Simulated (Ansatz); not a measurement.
# Si: pressure against volume

Si, C2/m, a = 13.845 Å, b = 3.847 Å, c = 6.338 Å, β = 96.8°. This isn't the element's structure at ambient conditions. Ansatz: r2SCAN, PAW, 500 eV, Γ-centred 10×10×6 mesh on 8 atoms, Gaussian smearing 0.02 eV; no spin polarisation. Shape and atoms are relaxed at each volume; pressure is positive in compression.

```
V (Å³/atom) P (GPa)
     19.067     9.98
     19.696     6.15
     20.325     2.84
     20.953    -0.01
     21.582    -2.45
     22.210    -4.54
     23.049        ?
```

Q: Take V0 = 20.953 Å³/atom, count pressures from its P0 = -0.01 GPa, fit the third-order Birch–Murnaghan form to the other rows, and predict the missing pressure.

A: With the Eulerian strain f = ½[(V0/V)^(2/3) − 1] and y = (P − P0)/[3f(1 + 2f)^(5/2)], the form is the line y = B0 + 1.5 B0 (B0′ − 4) f. Rows (f, y): 0.03245, 87.7; 0.02105, 88.0; 0.01025, 88.1; -0.00976, 87.5; -0.01905, 87.3. Means f = 0.006988, y = 87.720; Σ(Δf)² = 0.001815, ΣΔfΔy = 0.01929; the slope is their ratio. y = 87.65 + 10.63 f GPa, so B0 = 87.7 GPa and B0′ = 4 + 2 × (10.63)/(3 × 87.65) = 4.08. At V = 23.049, f = -0.03079, y = 87.32 and P = -6.89 GPa. The run gave -6.86 GPa, so the fit is 0.03 GPa too low, within twice the rms miss on the fitted rows (0.02 GPa). The form still works here, 27 % of the fitted range beyond its end.